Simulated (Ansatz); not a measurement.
ZrO$_{2}$:
```
CELL_PARAMETERS angstrom
      3.58448     0.00000     0.00000
      0.00000     3.58448     0.00000
      0.00000     0.00000     5.17724
ATOMIC_POSITIONS crystal
  Zr 0.00000 0.00000 0.00000
  Zr 0.50000 0.50000 0.50000
  O  0.00000 0.50000 0.20147
  O  0.00000 0.50000 0.70147
  O  0.50000 0.00000 0.29853
  O  0.50000 0.00000 0.79853
```

Relaxed with PBEsol. Special points in fractions of this cell's reciprocal vectors: Γ (0.000, 0.000, 0.000); X (0.000, 0.500, 0.000); M (0.500, 0.500, 0.000); Z (0.000, 0.000, 0.500); R (0.000, 0.500, 0.500); A (0.500, 0.500, 0.500).

Task: List the band energies nearest the valence-band maximum at these points for the program Ansatz at the PBEsol with spin–orbit coupling level (PAW).

Result: In eV from the valence-band maximum; about four levels below and three above (degenerate sets whole), none deeper than 8.9 eV; points with the same levels are listed once.

```tsv
k	below	above
Γ	-0.11 -0.11 -0.11 -0.11	4.00 4.00 4.50 4.50
X	-0.12 -0.12 -0.12 -0.12	4.42 4.42 4.42 4.42
M	-0.34 -0.34 -0.34 -0.34	5.15 5.15 5.15 5.15
Z	-0.03 -0.03 -0.03 -0.03	4.58 4.58 4.58 4.58
R	-0.91 -0.91 -0.91 -0.91	4.54 4.54 4.54 4.54
A	-0.05 -0.05 -0.05 -0.05	5.19 5.19 5.19 5.19
```

Space group P4_2/nmc. This is a known high-temperature phase of the composition, computed here at zero pressure and temperature. The PBEsol relaxation kept the symmetry of its start; whether a distortion lowers the energy is not shown. No spin polarisation was allowed.

Potentials: the later of the program's two PAW sets.
